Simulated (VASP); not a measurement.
Runs of VASP 6.6.1 on SrO. Symmetry: Fm-3m, No. 225, cubic system. Conventional cell: a = 5.133 Å, b = 5.133 Å, c = 5.133 Å, α = 90.00°, β = 90.00°, γ = 90.00°. Sr (site symmetry m-3m) is surrounded by 6 O at 2.57 Å. Around O (site symmetry m-3m) lie 6 Sr at 2.57 Å. 

```csv
level,gap on the mesh (eV),pressure (GPa)
SCAN,3.78,1.6
PW91,3.32,3.5
r2SCAN,(a),2.1
BLYP,3.45,(b)
revPBE,(c),6.2
```

Alike in all rows: task band structure; potentials or basis VASP PAW PBE potentials, release 64 (Sr_sv, O); no spin polarisation; cell as given; k mesh 9 × 9 × 9; cutoff (eV) 520; smearing fermi-dirac 0.05 eV.

Task: Fill in the values left out.

Result: (a) 3.80; (b) 6.9; (c) 3.41.

Caveats: the PAW data sets were made with another functional, which shifts forces and pressure a little.

A k mesh can miss the band edges, and the runs leave out spin-orbit coupling on Sr.
